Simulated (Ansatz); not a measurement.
The system is Ag.

```
Ag
1.0
    -1.61038    1.65353    1.61816
     1.65931   -1.66055    1.67410
     1.63933    1.68950   -1.62517
Ag
1
Direct
  0.00000 0.00000 0.00000
```

This isn't the form of Ag at room conditions, which is fcc.

The cell isn't the ideal one: cell sheared at random, sigma 0.01, atoms nudged by 0.01 Å.

Program: Ansatz 0.2.0. Alike in all runs: potentials or basis Ansatz PAW; cell sheared at random, sigma 0.01, atoms nudged by 0.01 Å; cutoff (eV) 420; smearing fermi-dirac 0.05 eV; the mesh is coarse, so values aren't converged.

Task: Order these runs on this cell by their pressure, lowest first.
A. level HSE06; spin SOC, no magnetisation; k mesh 5 × 5 × 5
B. level HSE03; spin off; k mesh 6 × 6 × 6; points for each segment of the path 4
C. level B3LYP; spin off; k mesh 6 × 6 × 6
D. level PBEsol0; spin off; k mesh 6 × 6 × 6

Result: D (-5.5 GPa), A (-1.9 GPa), B (-0.4 GPa), C (4.8 GPa).

Caveats: all runs use coarse meshes; the PAW data sets come from PBE, with cores solved anew for the run's functional, which leaves a small shift of forces and pressure; the thresholds are loose for stress.
